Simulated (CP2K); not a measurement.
An input for CP2K 2026.2 (TiO2):

File tio2_scf.inp:

```
&GLOBAL
  PROJECT tio2_scf
  RUN_TYPE ENERGY_FORCE
  PRINT_LEVEL LOW
&END GLOBAL
&FORCE_EVAL
  METHOD QS
  STRESS_TENSOR ANALYTICAL
  &DFT
    BASIS_SET_FILE_NAME BASIS_MOLOPT_UZH
    POTENTIAL_FILE_NAME POTENTIAL_UZH
    &MGRID
      CUTOFF 600
      REL_CUTOFF 60
      NGRIDS 4
    &END MGRID
    &QS
      METHOD GPW
      EPS_DEFAULT 1.0E-3
    &END QS
    &KPOINTS
      SCHEME MONKHORST-PACK 6 6 4
      GAMMA_CENTERED T
      SYMMETRY T
      SYMMETRY_BACKEND SPGLIB
    &END KPOINTS
    &SCF
      SCF_GUESS ATOMIC
      EPS_SCF 1.0E-6
      MAX_SCF 60
      ADDED_MOS 42
      CHOLESKY OFF
      EPS_EIGVAL 1.0E-7
      &DIAGONALIZATION ON
        ALGORITHM STANDARD
      &END DIAGONALIZATION
      &MIXING ON
        METHOD BROYDEN_MIXING
        ALPHA 0.4
        BETA 1.5
        NBUFFER 8
      &END MIXING
      &SMEAR ON
        METHOD FERMI_DIRAC
        ELECTRONIC_TEMPERATURE [K] 116.045
      &END SMEAR
    &END SCF
    &XC
      &XC_FUNCTIONAL PBE
      &END XC_FUNCTIONAL
    &END XC
    &PRINT
      &KPOINTS ON
      &END KPOINTS
      &MULLIKEN ON
      &END MULLIKEN
      &MO ON
        ENERGIES T
        OCCUPATION_NUMBERS T
        &EACH
          QS_SCF 0
        &END EACH
        ADD_LAST NUMERIC
      &END MO
    &END PRINT
  &END DFT
  &SUBSYS
    &CELL
      A 6.4353683548 0.0000000000 0.0000000000
      B 5.3328817853 3.6019908004 0.0000000000
      C -1.8438887883 -0.5643719647 6.3289668713
      PERIODIC XYZ
    &END CELL
    &COORD
      SCALED
      Ti  0.9000710000 0.9000710000 0.2896020000
      Ti  0.1952860000 0.1952860000 0.2837620000
      Ti  0.0999290000 0.0999290000 0.7103980000
      Ti  0.8047140000 0.8047140000 0.7162380000
      O   0.3619310000 0.3619310000 0.2933970000
      O   0.2634885000 0.2634885000 0.6525000000
      O   0.8671885000 0.8671885000 0.9952910000
      O   0.7365115000 0.7365115000 0.3475000000
      O   0.9416475000 0.9416475000 0.6300210000
      O   0.1328115000 0.1328115000 0.0047090000
      O   0.6380690000 0.6380690000 0.7066030000
      O   0.0583525000 0.0583525000 0.3699790000
    &END COORD
    &KIND Ti
      BASIS_SET DZVP-MOLOPT-PBE-GTH-q12
      POTENTIAL GTH-PBE-q12
    &END KIND
    &KIND O
      BASIS_SET DZVP-MOLOPT-PBE-GTH-q6
      POTENTIAL GTH-PBE-q6
    &END KIND
    &PRINT
      &ATOMIC_COORDINATES ON
      &END ATOMIC_COORDINATES
      &CELL ON
      &END CELL
    &END PRINT
  &END SUBSYS
  &PRINT
    &FORCES ON
    &END FORCES
    &STRESS_TENSOR ON
    &END STRESS_TENSOR
  &END PRINT
&END FORCE_EVAL
```

Potentials or basis: POTENTIAL_UZH Ti GTH-PBE-q12, O GTH-PBE-q6; DZVP-MOLOPT-PBE-GTH basis.

Command:

```console
$ OMP_NUM_THREADS=1 cp2k.psmp -i tio2_scf.inp -o tio2_scf.out
```

How does this run end?

The run stopped without a result. It printed:

tio2_scf.out:

```text

 CP2K| version string:                                       CP2K version 2026.2
 CP2K| Input file name                                              tio2_scf.inp

 GLOBAL| Force Environment number                                              1
 GLOBAL| Basis set file name                                    BASIS_MOLOPT_UZH
 GLOBAL| Potential file name                                       POTENTIAL_UZH
 GLOBAL| MM Potential file name                                     MM_POTENTIAL
 GLOBAL| Coordinate file name                                      __STD_INPUT__
 GLOBAL| Method name                                                        CP2K
[... 152 lines left out ...]
 *******************************************************************************
 *   ___                                                                       *
 *  /   \                                                                      *
 * [ABORT]                                                                     *
 *  \___/                      Called with too large radius.                   *
 *    |                                                                        *
 *  O/|                                                                        *
 * /| |                                                                        *
 * / \                                                     pw/cube_utils.F:108 *
 *******************************************************************************

 ===== Routine Calling Stack =====

            7 generate_qs_task_list
            6 qs_create_task_list
            5 qs_env_update_s_mstruct
            4 qs_energies_init_hamiltonians
            3 qs_energies
            2 qs_forces
            1 CP2K
```
